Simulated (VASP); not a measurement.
A run of VASP 6.6.1 is set up as follows.

Contents of INCAR:

```
ALGO = Fast
EDIFF = 1E-6
ENCUT = 520
GGA = CA
ISIF = 2
ISMEAR = -1
LASPH = T
LCHARG = F
LREAL = F
LWAVE = F
NBANDS = 28
NELM = 100
PREC = Accurate
SIGMA = 0.1
```

File KPOINTS:

```
k-points
0
Gamma
  9 9 14
```

Contents of POSCAR:

```
W
1.0
    4.7333788326      0.0000000000      0.0000000000
   -2.3666894163      4.0992263148      0.0000000000
    0.0000000000      0.0000000000      2.6322406863
W
3
Direct
    0.0000000000      0.0000000000      0.0000000000
    0.3333333333      0.6666666667      0.5000000000
    0.6666666667      0.3333333333      0.5000000000
```

Potentials or basis: VASP PAW LDA potentials, release 64 (W_sv).

Command:

```bash
$ cat potpaw_LDA.64/W_sv/POTCAR > POTCAR
$ mpirun -np 1 vasp_std > vasp.out
```

Q: Estimate the pressure.

A: -18.5 GPa.

Q: What does it give for the band gap on the k mesh?

A: None (metal or under the smearing width).

Stress tensor (GPa, compression positive):
```
-17.39   0.00   0.00
  0.00 -17.39   0.00
  0.00   0.00 -20.80
```

Caveat: so large a pressure means that the cell lies far from this level's equilibrium, or that cutoff or potentials fall short. The run has no spin-orbit coupling, so splittings on W are missing.
